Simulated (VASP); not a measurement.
# TaN (I4/mmm) in VASP: a series of runs, part 2 of 2

VASP 6.6.1. Earlier steps stand in the parts before.

### Step 3. Single point, LDA

This run uses another cell than the first one, of the same volume but with other edges.

File INCAR:

```
PREC = Accurate
ENCUT = 520
EDIFF = 1E-7
ISMEAR = 0
SIGMA = 0.15
LREAL = F
LASPH = T
NELM = 100
ALGO = Fast
ISIF = 2
LWAVE = F
LCHARG = T
GGA = CA
LELF = T
LVHAR = T
NBANDS = 15
```

File KPOINTS:

```
Automatic mesh
0
Gamma
  20 20 20
```

File POSCAR:

```
TaN
1.0
    0.0000000000      2.4459679325      1.7292993283
    2.4459679325      0.0000000000      1.7292993283
    2.4459679325      2.4459679325      0.0000000000
Ta N
1 1
Direct
    0.5000000000      0.5000000000      0.5000000000
    0.0000000000      0.0000000000      0.0000000000
```

Potentials or basis: VASP PAW LDA potentials, release 64 (Ta_pv, N).

Started as:

```console
$ cat potpaw_LDA.64/Ta_pv/POTCAR potpaw_LDA.64/N/POTCAR > POTCAR
$ mpirun -np 1 vasp_std > vasp.out
```

OUTCAR:

```text
PREC = Accurate
   ENCUT = 520
   EDIFF = 1E-7
   ISMEAR = 0
   LREAL = F
   LASPH = T
   NELM = 100
   ISIF = 2
   GGA = CA

 ion  position               nearest neighbor table
   1  0.500  0.500  0.500-   2 1.73   2 1.73   2 2.45   2 2.45   2 2.45   2 2.45
   2  0.000  0.000  0.000-   1 1.73   1 1.73   1 2.45   1 2.45   1 2.45   1 2.45

  LATTYP: Found a body centered tetragonal cell.
 ALAT       =     3.4591210233
 C/A-ratio  =     0.9998489886

  Lattice vectors:

 A1 = (   0.0000000000,  -2.4459679325,  -1.7292993283)
 A2 = (   0.0000000000,   2.4459679325,  -1.7292993283)
 A3 = (   2.4459679325,   0.0000000000,   1.7292993283)

Analysis of symmetry for initial positions (statically):
=====================================================================
 Subroutine PRICEL returns:
 Original cell was already a primitive cell.

 Routine SETGRP: Setting up the symmetry group for a
 body centered tetragonal supercell.

 Subroutine GETGRP returns: Found 16 space group operations
 (whereof 16 operations were pure point group operations)
 out of a pool of 16 trial point group operations.

The static configuration has the point symmetry D_4h.

[... 169 lines left out ...]
 k-point     1 :       0.0000    0.0000    0.0000
  band No.  band energies     occupation
      1     -26.2322      2.00000
      2     -25.3619      2.00000
      3     -25.3619      2.00000
      4      -9.6312      2.00000
      5       4.9690      2.00000
      6       4.9690      2.00000
      7       5.1723      2.00000
      8       7.0615      2.00000
      9       7.0615      2.00000
     10       7.2929      2.00000
     11       8.8784      1.99995
     12      10.7100      0.00000
     13      20.8050      0.00000
     14      21.6884      0.00000
[... 401 lines left out ...]
      2     -25.6018      2.00000
      3     -25.5956      2.00000
      4      -6.6278      2.00000
      5      -0.0175      2.00000
      6       1.2875      2.00000
      7       3.0439      2.00000
      8      10.2711      0.00000
      9      10.8195      0.00000
     10      11.4474      0.00000
     11      13.2504      0.00000
     12      13.5820      0.00000
     13      17.6904      0.00000
     14      21.7988      0.00000
     15      23.4625      0.00000

 [... further k-points ...]
[... 5 lines left out ...]
  --------------------------------------------------------------------------------------
  -------------------------------------------------------------------------------------
  Total       -1.2995874     -1.2995874     50.0422988      0.0000000      0.0000000      0.0000000
  in kB     -100.6269684   -100.6269684   3874.7719523      0.0000000      0.0000000      0.0000000
  external PRESSURE =    1224.5060052 kB  Pullay stress =       0.0000000 kB

 VOLUME and BASIS-vectors are now :
 -----------------------------------------------------------------------------
  energy-cutoff  :      520.00
  volume of cell :       20.69
      direct lattice vectors                 reciprocal lattice vectors
     0.000000000  2.445967932  1.729299328    -0.204418052  0.204418052  0.289134444
     2.445967932  0.000000000  1.729299328     0.204418052 -0.204418052  0.289134444
     2.445967932  2.445967932  0.000000000     0.204418052  0.204418052 -0.289134444

 POSITION                                       TOTAL-FORCE (eV/Angst)
 -----------------------------------------------------------------------------------
      2.44597      2.44597      1.72930         0.000000      0.000000      0.000000
      0.00000      0.00000      0.00000         0.000000      0.000000      0.000000
 -----------------------------------------------------------------------------------
    total drift:                                0.000000     -0.000000      0.000000

  FREE ENERGIE OF THE ION-ELECTRON SYSTEM (eV)
  ---------------------------------------------------
  free  energy   TOTEN  =       -19.2736466218 eV

  energy  without entropy=      -19.2608644178  energy(sigma->0) =      -19.26725552
```

stdout:

```text
POSCAR found type information on POSCAR TaN
 POSCAR found :  2 types and       2 ions
 scaLAPACK will be used
 LDA part: xc-table for (Slater(with rela. corr.)+CA(PZ))
 , standard interpolation
 POSCAR, INCAR and KPOINTS ok, starting setup
 FFT: planning ... GRIDC
 FFT: planning ... GRID_SOFT
 FFT: planning ... GRID
 WAVECAR not read
 entering main loop
WARNING in EDDRMM: call to ZHEGV failed, returncode =   8  4     14
```

It took 81 s on 1 thread of Intel Xeon 6975P-C (Granite Rapids), shared host; peak memory 0.31 GiB.

What came out:

```yaml
Free_energy: -19.2736 eV
Pressure: 122.5 GPa
Band_gap_on_the_k_mesh: none (metal or under the smearing width)
```

Caveat: a pressure of tens of GPa on the cell as given is suspect, and the run, the potentials or the cell itself is likely at fault.

### Step 4. Single point, LDA

This run uses another cell than the first one, of the same volume but with other edges.

Edit INCAR of step 3 so:

```diff
@@ -11,6 +11,4 @@
 LWAVE = F
-LCHARG = T
+LCHARG = F
 GGA = CA
-LELF = T
-LVHAR = T
 NBANDS = 15
```

File KPOINTS:

```
regular mesh
0
Gamma
  20 20 20
```

File POSCAR:

```
TaN
1.0
    0.0000000000      2.5154717520      1.6350566388
    2.5154717520      0.0000000000      1.6350566388
    2.5154717520      2.5154717520      0.0000000000
Ta N
1 1
Direct
    0.5000000000      0.5000000000      0.5000000000
    0.0000000000      0.0000000000      0.0000000000
```

Potentials or basis: VASP PAW LDA potentials, release 64 (Ta_pv, N).

Started as:

```console
$ cat potpaw_LDA.64/Ta_pv/POTCAR potpaw_LDA.64/N/POTCAR > POTCAR
$ mpirun -np 1 vasp_std > vasp.out
```

OUTCAR:

```text
PREC = Accurate
   ENCUT = 520
   EDIFF = 1E-7
   ISMEAR = 0
   LREAL = F
   LASPH = T
   NELM = 100
   ISIF = 2
   GGA = CA

 ion  position               nearest neighbor table
   1  0.500  0.500  0.500-   2 1.64   2 1.64   2 2.52   2 2.52   2 2.52   2 2.52
   2  0.000  0.000  0.000-   1 1.64   1 1.64   1 2.52   1 2.52   1 2.52   1 2.52

  LATTYP: Found a body centered tetragonal cell.
 ALAT       =     3.5574142674
 C/A-ratio  =     0.9192388155

  Lattice vectors:

 A1 = (   0.0000000000,  -2.5154717520,  -1.6350566388)
[... 611 lines left out ...]
     10      11.0244      0.00000
     11      13.3920      0.00000
     12      13.9322      0.00000
     13      17.5508      0.00000
     14      21.9453      0.00000
     15      23.1403      0.00000

 [... further k-points ...]
[... 5 lines left out ...]
  --------------------------------------------------------------------------------------
  -------------------------------------------------------------------------------------
  Total        0.0437964      0.0437964     66.5484569      0.0000000      0.0000000      0.0000000
  in kB        3.3911508      3.3911508   5152.8427107      0.0000000      0.0000000      0.0000000
  external PRESSURE =    1719.8750041 kB  Pullay stress =       0.0000000 kB

 VOLUME and BASIS-vectors are now :
 -----------------------------------------------------------------------------
  energy-cutoff  :      520.00
  volume of cell :       20.69
      direct lattice vectors                 reciprocal lattice vectors
     0.000000000  2.515471752  1.635056639    -0.198769873  0.198769873  0.305799804
     2.515471752  0.000000000  1.635056639     0.198769873 -0.198769873  0.305799804
     2.515471752  2.515471752  0.000000000     0.198769873  0.198769873 -0.305799804

 POSITION                                       TOTAL-FORCE (eV/Angst)
 -----------------------------------------------------------------------------------
      2.51547      2.51547      1.63506         0.000000     -0.000000      0.000000
      0.00000      0.00000      0.00000        -0.000000      0.000000     -0.000000
 -----------------------------------------------------------------------------------
    total drift:                                0.000000     -0.000000      0.000000

  FREE ENERGIE OF THE ION-ELECTRON SYSTEM (eV)
  ---------------------------------------------------
  free  energy   TOTEN  =       -15.9365825189 eV

  energy  without entropy=      -15.9221628564  energy(sigma->0) =      -15.92937269
```

Run time: 76 s. Hardware: 1 thread of Intel Xeon 6975P-C (Granite Rapids), shared host; peak memory 0.3 GiB.

What came out:

```
Free energy            : -15.9366 eV
Pressure               : 172.0 GPa
Band gap on the k mesh : none (metal or under the smearing width)
```

Levels at points of the mesh, in eV from the Fermi level:
```csv
k point,band 4,band 5,band 6,band 7,band 8,band 9,band 10,band 11,band 12,band 13
"(0.00, 0.00, 0.00)",-19.46,-5.37,-4.88,-4.88,-2.51,-2.12,-2.12,0.83,2.20,12.52
"(0.50, 0.00, 0.00)",-12.82,-10.71,-10.07,-9.43,0.53,3.29,3.51,4.71,7.79,7.96
"(0.50, 0.50, 0.00)",-18.92,-5.89,-5.89,-5.77,0.11,2.74,2.74,4.15,6.94,8.93
"(0.50, 0.00, 0.50)",-18.95,-7.35,-5.06,-3.69,-2.07,0.65,1.82,3.50,6.20,6.31
```

Caveat: a pressure of tens of GPa on the cell as given is suspect, and the run, the potentials or the cell itself is likely at fault. The run has no spin-orbit coupling, so splittings on Ta are missing.
